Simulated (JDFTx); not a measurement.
# MgO (Fm-3m) in JDFTx: settings compared

One crystal, MgO, is run at these levels: r2SCAN, BLYP; tasks: band structure.

All numbers are computed with JDFTx 1.7.0 (patched build); they aren't measurements. Logs are shortened: lines on timing, memory, paths and dates and some standing lists are left out, and cuts for length are marked. The log counts tension as positive stress, the text compression.

**Experimental background.**

From “Electronic structure of alkaline earth and post-transition metal oxides”, 2009, arxiv:0908.1581, for a bulk crystal of MgO: band gap 7.83 eV.

The runs below are set against these values where they give the same quantity.

## (1) The crystal as given

Symmetry: Fm-3m, No. 225, cubic system. The conventional cell has a = 4.194 Å, b = 4.194 Å, c = 4.194 Å, α = 90.00°, β = 90.00°, γ = 90.00°. Mg (site symmetry m-3m) has 6 O at 2.10 Å as nearest neighbours. Around O (site symmetry m-3m) lie 6 Mg at 2.10 Å.

The cell is a database's computed one.

## (2) Band structure, r2SCAN

bands.in reads:

```
lattice \
    0.0000000000     2.0970013927     2.0970013927 \
    2.0970013927     0.0000000000     2.0970013927 \
    2.0970013927     2.0970013927     0.0000000000
latt-scale 1.889726124626 1.889726124626 1.889726124626
coords-type Lattice
ion Mg     0.0000000000     0.0000000000     0.0000000000 1
ion O      0.5000000000     0.5000000000     0.5000000000 1

ion-species pseudo/Mg.upf
ion-species pseudo/O.upf
elec-cutoff 40 320
elec-ex-corr mgga-x-r2scan mgga-c-r2scan
elec-smearing Fermi 0.0018374661
elec-n-bands 14
electronic-minimize nIterations 30 energyDiffThreshold 1e-06
davidson-band-ratio 1.3
forces-output-coords Cartesian
include path.kpoints
symmetries none
fix-electron-density run.$VAR

dump-name bands.$VAR
dump End Ecomponents EigStats BandEigs Kpoints Forces
```

path.kpoints reads:

```
kpoint +0.0000000000 +0.0000000000 +0.0000000000 0.020000000000
kpoint +0.0714285714 +0.0000000000 +0.0714285714 0.020000000000
kpoint +0.1428571429 +0.0000000000 +0.1428571429 0.020000000000
kpoint +0.2142857143 +0.0000000000 +0.2142857143 0.020000000000
kpoint +0.2857142857 +0.0000000000 +0.2857142857 0.020000000000
kpoint +0.3571428571 +0.0000000000 +0.3571428571 0.020000000000
kpoint +0.4285714286 +0.0000000000 +0.4285714286 0.020000000000
kpoint +0.5000000000 +0.0000000000 +0.5000000000 0.020000000000
kpoint +0.5000000000 +0.0833333333 +0.5833333333 0.020000000000
kpoint +0.5000000000 +0.1666666667 +0.6666666667 0.020000000000
kpoint +0.5000000000 +0.2500000000 +0.7500000000 0.020000000000
kpoint +0.4375000000 +0.3125000000 +0.7500000000 0.020000000000
kpoint +0.3750000000 +0.3750000000 +0.7500000000 0.020000000000
kpoint +0.3281250000 +0.3281250000 +0.6562500000 0.020000000000
kpoint +0.2812500000 +0.2812500000 +0.5625000000 0.020000000000
kpoint +0.2343750000 +0.2343750000 +0.4687500000 0.020000000000
kpoint +0.1875000000 +0.1875000000 +0.3750000000 0.020000000000
kpoint +0.1406250000 +0.1406250000 +0.2812500000 0.020000000000
kpoint +0.0937500000 +0.0937500000 +0.1875000000 0.020000000000
kpoint +0.0468750000 +0.0468750000 +0.0937500000 0.020000000000
kpoint +0.0000000000 +0.0000000000 +0.0000000000 0.020000000000
kpoint +0.0833333333 +0.0833333333 +0.0833333333 0.020000000000
kpoint +0.1666666667 +0.1666666667 +0.1666666667 0.020000000000
kpoint +0.2500000000 +0.2500000000 +0.2500000000 0.020000000000
kpoint +0.3333333333 +0.3333333333 +0.3333333333 0.020000000000
kpoint +0.4166666667 +0.4166666667 +0.4166666667 0.020000000000
kpoint +0.5000000000 +0.5000000000 +0.5000000000 0.020000000000
kpoint +0.5250000000 +0.4500000000 +0.5250000000 0.020000000000
kpoint +0.5500000000 +0.4000000000 +0.5500000000 0.020000000000
kpoint +0.5750000000 +0.3500000000 +0.5750000000 0.020000000000
kpoint +0.6000000000 +0.3000000000 +0.6000000000 0.020000000000
kpoint +0.6250000000 +0.2500000000 +0.6250000000 0.020000000000
kpoint +0.5625000000 +0.2500000000 +0.6875000000 0.020000000000
kpoint +0.5000000000 +0.2500000000 +0.7500000000 0.020000000000
kpoint +0.5000000000 +0.2916666667 +0.7083333333 0.020000000000
kpoint +0.5000000000 +0.3333333333 +0.6666666667 0.020000000000
kpoint +0.5000000000 +0.3750000000 +0.6250000000 0.020000000000
kpoint +0.5000000000 +0.4166666667 +0.5833333333 0.020000000000
kpoint +0.5000000000 +0.4583333333 +0.5416666667 0.020000000000
kpoint +0.5000000000 +0.5000000000 +0.5000000000 0.020000000000
kpoint +0.4791666667 +0.4791666667 +0.5416666667 0.020000000000
kpoint +0.4583333333 +0.4583333333 +0.5833333333 0.020000000000
kpoint +0.4375000000 +0.4375000000 +0.6250000000 0.020000000000
kpoint +0.4166666667 +0.4166666667 +0.6666666667 0.020000000000
kpoint +0.3958333333 +0.3958333333 +0.7083333333 0.020000000000
kpoint +0.3750000000 +0.3750000000 +0.7500000000 0.020000000000
kpoint +0.6250000000 +0.2500000000 +0.6250000000 0.020000000000
kpoint +0.5833333333 +0.1666666667 +0.5833333333 0.020000000000
kpoint +0.5416666667 +0.0833333333 +0.5416666667 0.020000000000
kpoint +0.5000000000 +0.0000000000 +0.5000000000 0.020000000000
```

Potentials or basis: SG15-PBE-1.2.

Command:

```
$ jdftx -c 1 -i bands.in -o bands.out
```

Log:

```text
*************** JDFTx 1.7.0 (patched build) ***************

Input parsed successfully to the following command list (including defaults):
[... the input with its defaults ...]

---------- Initializing the Grid ----------
R =
[            0      3.96276      3.96276  ]
[      3.96276            0      3.96276  ]
[      3.96276      3.96276            0  ]
unit cell volume = 124.458
G =
[  -0.792779   0.792779   0.792779  ]
[   0.792779  -0.792779   0.792779  ]
[   0.792779   0.792779  -0.792779  ]
Minimum fftbox size, Smin = [  48  48  48  ]
Chosen fftbox size, S = [  48  48  48  ]

---------- Initializing tighter grid for wavefunction operations ----------
R =
[            0      3.96276      3.96276  ]
[      3.96276            0      3.96276  ]
[      3.96276      3.96276            0  ]
unit cell volume = 124.458
G =
[  -0.792779   0.792779   0.792779  ]
[   0.792779  -0.792779   0.792779  ]
[   0.792779   0.792779  -0.792779  ]
Minimum fftbox size, Smin = [  32  32  32  ]
Chosen fftbox size, S = [  32  32  32  ]

---------- Exchange Correlation functional ----------
Initialized LibXC exchange functional 'Re-regularized SCAN exchange by Furness et al'
Initialized LibXC correlation functional 'Re-regularized SCAN correlation by Furness et al'

---------- Setting up pseudopotentials ----------
Width of ionic core gaussian charges (only for fluid interactions / plotting) set to 0

Reading pseudopotential file 'pseudo/Mg.upf':
  'Mg' pseudopotential, 'PBE' functional
  Generated using ONCVPSP code by D. R. Hamann
  10 valence electrons, 0 orbitals, 4 projectors, 602 radial grid points, with lMax = 1
  Core radius for overlap checks: 2.17 bohrs.

Reading pseudopotential file 'pseudo/O.upf':
  'O' pseudopotential, 'PBE' functional
  Generated using ONCVPSP code by D. R. Hamann
  6 valence electrons, 0 orbitals, 4 projectors, 602 radial grid points, with lMax = 1
  Core radius for overlap checks: 1.29 bohrs.

Initialized 2 species with 2 total atoms.

Folded 50 k-points by 1x1x1 to 50 k-points.

---------- Setting up k-points, bands, fillings ----------
No reducable k-points.
Computing the number of bands and number of electrons
Calculating initial fillings.
nElectrons:  16.000000   nBands: 14   nStates: 50

----- Setting up reduced wavefunction bases (one per k-point) -----
average nbasis = 1502.580 , ideal nbasis = 1503.858

---------- Setting up ewald sum ----------
Optimum gaussian width for ewald sums = 1.799816 bohr.
Real space sum over 1331 unit cells with max indices [  5  5  5  ]
Reciprocal space sum over 2197 terms with max indices [  6  6  6  ]

---------- Allocating electronic variables ----------
Reading n from file 'run.n' ... done
Reading tau from file 'run.tau' ... done
Initializing wave functions:  (No orbitals for LCAO)  bandwidth-limited random numbers

----------- Band structure minimization -------------
Minimization will be done independently for each quantum number.

---- Minimization of quantum number:     0  [ +0.0000000 +0.0000000 +0.0000000 ]  0.040000000 ----
BandDavidson: Iter:   0  Eband: +0.385925236308591
BandDavidson: Iter:   1  Eband: +0.100174508176162  dEband: -2.857507e-01
BandDavidson: Iter:   2  Eband: +0.019904849708334  dEband: -8.026966e-02
BandDavidson: Iter:   3  Eband: +0.011617673363620  dEband: -8.287176e-03
[... 637 lines of inner loops ...]
BandDavidson: Iter:   8  Eband: +0.007756997724178  dEband: -3.796581e-06
BandDavidson: Iter:   9  Eband: +0.007756210932681  dEband: -7.867915e-07
BandDavidson: Converged (dEband<1.000000e-06)
	FillingsUpdate:  mu: +0.473171636  nElectrons: 16.000000

Dumping 'bands.eigStats' ...
	eMin: -2.449694 at state 0 ( [ +0.000000 +0.000000 +0.000000 ] spin 0 )
	HOMO: +0.314486 at state 0 ( [ +0.000000 +0.000000 +0.000000 ] spin 0 )
	mu  : +0.473172
	LUMO: +0.522600 at state 0 ( [ +0.000000 +0.000000 +0.000000 ] spin 0 )
	eMax: +1.348160 at state 47 ( [ -0.416667 +0.166667 -0.416667 ] spin 0 )
	HOMO-LUMO gap: +0.208115
	Optical gap  : +0.208115 at state 0 ( [ +0.000000 +0.000000 +0.000000 ] spin 0 )
Done!
[note: mu, HOMO and LUMO in a band run belong to the points of the path alone and aren't those of the crystal]
```

Run time: 25 s. Hardware: 1 thread of Arm Neoverse V1, shared host; peak memory 0.1 GiB.

What came out:

| Item | Value |
| --- | --- |
| Band gap along the path | 5.66 eV, direct |

Levels at the corners of the path, in eV from the valence-band top:
| point | band 6 | band 7 | band 8 | band 9 | band 10 | band 11 |
| --- | --- | --- | --- | --- | --- | --- |
| Γ | 0.00 | 0.00 | 0.00 | 5.66 | 16.97 | 16.97 |
| X | -4.11 | -1.37 | -1.37 | 10.07 | 11.31 | 14.53 |
| W | -2.97 | -2.97 | -1.80 | 12.84 | 12.84 | 13.64 |
| K | -3.51 | -2.73 | -1.18 | 11.18 | 13.19 | 13.86 |
| Γ | 0.00 | 0.00 | 0.00 | 5.66 | 16.97 | 16.97 |
| L | -4.66 | -0.69 | -0.69 | 8.94 | 14.00 | 17.87 |
| U | -3.51 | -2.73 | -1.18 | 11.18 | 13.19 | 13.86 |
| W | -2.97 | -2.97 | -1.80 | 12.84 | 12.84 | 13.64 |
| L | -4.66 | -0.69 | -0.69 | 8.94 | 14.00 | 17.87 |
| K | -3.51 | -2.73 | -1.18 | 11.18 | 13.19 | 13.86 |
| U | -3.51 | -2.73 | -1.18 | 11.18 | 13.19 | 13.86 |
| X | -4.11 | -1.37 | -1.37 | 10.07 | 11.31 | 14.53 |

## (3) Band structure, BLYP

bands.in reads:

```
lattice \
    0.0000000000     3.9627583152     3.9627583152 \
    3.9627583152     0.0000000000     3.9627583152 \
    3.9627583152     3.9627583152     0.0000000000
coords-type Lattice
ion Mg     0.0000000000     0.0000000000     0.0000000000 1
ion O      0.5000000000     0.5000000000     0.5000000000 1

ion-species pseudo/Mg.upf
ion-species pseudo/O.upf
elec-cutoff 42 336
elec-ex-corr gga-x-b88 gga-c-lyp
elec-smearing Fermi 0.0018374661
elec-n-bands 14
electronic-minimize nIterations 30 energyDiffThreshold 1e-06
davidson-band-ratio 1.3
forces-output-coords Cartesian
include path.kpoints
symmetries none
fix-electron-density run.$VAR

dump-name bands.$VAR
dump End Ecomponents EigStats BandEigs Kpoints Forces
```

path.kpoints is that of step 2.

Potentials or basis: PseudoDojo-SR-PBE-0.5-standard.

Command:

```
$ jdftx -c 1 -i bands.in -o bands.out
```

Log:

```text
*************** JDFTx 1.7.0 (patched build) ***************

Input parsed successfully to the following command list (including defaults):
[... the input with its defaults ...]

---------- Initializing the Grid ----------
R =
[            0      3.96276      3.96276  ]
[      3.96276            0      3.96276  ]
[      3.96276      3.96276            0  ]
unit cell volume = 124.458
G =
[  -0.792779   0.792779   0.792779  ]
[   0.792779  -0.792779   0.792779  ]
[   0.792779   0.792779  -0.792779  ]
Minimum fftbox size, Smin = [  48  48  48  ]
Chosen fftbox size, S = [  48  48  48  ]

---------- Initializing tighter grid for wavefunction operations ----------
R =
[            0      3.96276      3.96276  ]
[      3.96276            0      3.96276  ]
[      3.96276      3.96276            0  ]
unit cell volume = 124.458
G =
[  -0.792779   0.792779   0.792779  ]
[   0.792779  -0.792779   0.792779  ]
[   0.792779   0.792779  -0.792779  ]
Minimum fftbox size, Smin = [  36  36  36  ]
Chosen fftbox size, S = [  36  36  36  ]

---------- Exchange Correlation functional ----------
Initialized LibXC exchange functional 'Becke 88'
Initialized LibXC correlation functional 'Lee, Yang & Parr'

---------- Setting up pseudopotentials ----------
Width of ionic core gaussian charges (only for fluid interactions / plotting) set to 0

Reading pseudopotential file 'pseudo/Mg.upf':
  'Mg' pseudopotential, 'PBE' functional
  Generated using ONCVPSP code by D. R. Hamann
  10 valence electrons, 3 orbitals, 4 projectors, 1001 radial grid points, with lMax = 1
    2S    l: 0   occupation:  2.0   eigenvalue: -2.934267
    2P    l: 1   occupation:  6.0   eigenvalue: -1.713025
    3S    l: 0   occupation:  2.0   eigenvalue: -0.172924
  Core radius for overlap checks: 1.50 bohrs.

Reading pseudopotential file 'pseudo/O.upf':
  'O' pseudopotential, 'PBE' functional
  Generated using ONCVPSP code by D. R. Hamann
  6 valence electrons, 2 orbitals, 5 projectors, 936 radial grid points, with lMax = 2
    2S    l: 0   occupation:  2.0   eigenvalue: -0.880572
    2P    l: 1   occupation:  4.0   eigenvalue: -0.331869
  Core radius for overlap checks: 1.39 bohrs.

Initialized 2 species with 2 total atoms.

Folded 50 k-points by 1x1x1 to 50 k-points.

---------- Setting up k-points, bands, fillings ----------
No reducable k-points.
Computing the number of bands and number of electrons
Calculating initial fillings.
nElectrons:  16.000000   nBands: 14   nStates: 50

----- Setting up reduced wavefunction bases (one per k-point) -----
average nbasis = 1618.920 , ideal nbasis = 1618.045

---------- Setting up ewald sum ----------
Optimum gaussian width for ewald sums = 1.799816 bohr.
Real space sum over 1331 unit cells with max indices [  5  5  5  ]
Reciprocal space sum over 2197 terms with max indices [  6  6  6  ]

---------- Allocating electronic variables ----------
Reading n from file 'run.n' ... done
Initializing wave functions:  linear combination of atomic orbitals
Note: number of bands (14) exceeds available atomic orbitals (9)

----------- Band structure minimization -------------
Minimization will be done independently for each quantum number.

---- Minimization of quantum number:     0  [ +0.0000000 +0.0000000 +0.0000000 ]  0.040000000 ----
BandDavidson: Iter:   0  Eband: +0.061314485477187
BandDavidson: Iter:   1  Eband: +0.025649749729372  dEband: -3.566474e-02
BandDavidson: Iter:   2  Eband: +0.017381111630159  dEband: -8.268638e-03
BandDavidson: Iter:   3  Eband: +0.014701869447390  dEband: -2.679242e-03
[... 570 lines of inner loops ...]
BandDavidson: Iter:   5  Eband: +0.006514719819767  dEband: -2.260448e-06
BandDavidson: Iter:   6  Eband: +0.006514313529053  dEband: -4.062907e-07
BandDavidson: Converged (dEband<1.000000e-06)
	FillingsUpdate:  mu: +0.453721615  nElectrons: 16.000000

Dumping 'bands.eigStats' ...
	eMin: -2.349531 at state 20 ( [ +0.000000 +0.000000 +0.000000 ] spin 0 )
	HOMO: +0.314505 at state 0 ( [ +0.000000 +0.000000 +0.000000 ] spin 0 )
	mu  : +0.453722
	LUMO: +0.503150 at state 20 ( [ +0.000000 +0.000000 +0.000000 ] spin 0 )
	eMax: +1.297841 at state 47 ( [ -0.416667 +0.166667 -0.416667 ] spin 0 )
	HOMO-LUMO gap: +0.188645
	Optical gap  : +0.188645 at state 0 ( [ +0.000000 +0.000000 +0.000000 ] spin 0 )
Done!
[note: mu, HOMO and LUMO in a band run belong to the points of the path alone and aren't those of the crystal]
```

It took 12 s on 1 thread of Arm Neoverse V1, shared host; peak memory 0.1 GiB.

What came out:

```yaml
Band_gap_along_the_path: 5.13 eV, direct
```

Levels at the corners of the path, in eV from the valence-band top:
```csv
point,band 6,band 7,band 8,band 9,band 10,band 11
Γ,0.00,0.00,0.00,5.13,16.19,16.19
X,-4.00,-1.34,-1.34,9.61,10.19,13.51
W,-2.89,-2.89,-1.76,12.08,12.08,12.37
K,-3.42,-2.67,-1.13,10.52,12.01,12.95
Γ,0.00,0.00,0.00,5.13,16.19,16.19
L,-4.57,-0.65,-0.65,8.33,12.96,16.56
U,-3.42,-2.67,-1.13,10.52,12.01,12.95
W,-2.89,-2.89,-1.76,12.08,12.08,12.37
L,-4.57,-0.65,-0.65,8.33,12.96,16.56
K,-3.42,-2.67,-1.13,10.52,12.01,12.95
U,-3.42,-2.67,-1.13,10.52,12.01,12.95
X,-4.00,-1.34,-1.34,9.61,10.19,13.51
```

## (4) Against experiment

Step 2. Against the measured gap of MgO, 7.83 eV (quoted in “Electronic structure of alkaline earth and post-transition metal oxides”, 2009, arxiv:0908.1581), the calculated 5.66 eV is off by -2.17 eV. The value is that of r2SCAN, without temperature or zero-point motion. The cell is a database's relaxed one, not the measured one, which moves gaps too.

Step 3. A measured gap of MgO is 7.83 eV (quoted in “Electronic structure of alkaline earth and post-transition metal oxides”, 2009, arxiv:0908.1581); the calculated 5.13 eV misses it by -2.70 eV. The value is that of BLYP, without temperature or zero-point motion. Semilocal functionals fall short of measured gaps as a rule. The cell is a database's relaxed one, not the measured one, which moves gaps too.
